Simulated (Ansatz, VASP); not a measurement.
One calculation of KCl, two programs

The input INCAR:

```
PREC = Accurate
ENCUT = 520
EDIFF = 1E-7
ISMEAR = -1
SIGMA = 0.03
LREAL = False
LASPH = True
NELM = 100
ALGO = Normal
ISIF = 2
LWAVE = False
LCHARG = True
GGA = PE
LELF = True
LVHAR = True
NBANDS = 15
```

KPOINTS

```
Automatic mesh
0
Gamma
  7 7 7
```

File POSCAR:

```
KCl
1.0
    0.0631220000      3.1876610000      3.1876610000
    3.1876610000      0.0631220000      3.1876610000
    3.1876610000      3.1876610000      0.0631220000
K Cl
1 1
Direct
    0.0000000000      0.0000000000      0.0000000000
    0.5000000000      0.5000000000      0.5000000000
```

Input for Ansatz:

```yaml
crystal:
  lattice:
    - [0.063122, 3.187661, 3.187661]
    - [3.187661, 0.063122, 3.187661]
    - [3.187661, 3.187661, 0.063122]
  atoms:
    - { symbol: K, position: [0.0, 0.0, 0.0] }
    - { symbol: Cl, position: [0.5, 0.5, 0.5] }
kpoints:
  mp_grid: { grid: [7, 7, 7] }
  band_path:
    path:
      - [0.0, 0.0, 0.0]
      - [0.5, 0.5, 0.5]
      - [0.2451701269, 0.5, 0.7548298731]
      - [-0.2451701269, 0.2451701269, 0.5]
      - [0.0, 0.0, 0.5]
      - [0.0, 0.0, 0.0]
      - [-0.3725850634, 0.0, 0.3725850634]
      - [0.0, 0.3725850634, 0.6274149366]
      - [0.0, 0.5, 0.5]
    npoints: 5
scf:
  occupations: { method: fermi_dirac, width: 0.03 }
hamiltonian:
  xc: pbe
  pseudopotentials: { kind: all_electron, lapw: { basis_error: 0.001 } }
output:
  forces: true
  stress: true
  eigenvalues: true
```

Change from the starting cell: equal xy, yz and zx shear strains of +2 %.

Alike in both runs: task single point; functional PBE; k mesh 7 × 7 × 7; occupations fermi-dirac, width 0.03 eV; no spin polarisation.

|  | VASP | Ansatz |
| --- | --- | --- |
| version | VASP 6.6.1 | Ansatz 0.2.0 |
| potentials or method | VASP PAW PBE potentials, release 64 (K_sv, Cl) | all-electron LAPW, scalar-relativistic |
| plane-wave cutoff (eV) | 520 | see its input |

```tsv
	VASP	Ansatz	Ansatz less VASP
gap on the k mesh at the Fermi level (eV)	5.13	5.13	+0.002
pressure (GPa)	0.6	0.6	-0.02
largest component of the traceless stress (GPa)	0.13	0.14	+0.001
```

Ansatz ran all-electron here, so the differences hold the error of VASP's frozen core and of both bases.

Caveats: an odd mesh through Γ misses points on the zone boundary, where band edges often lie.
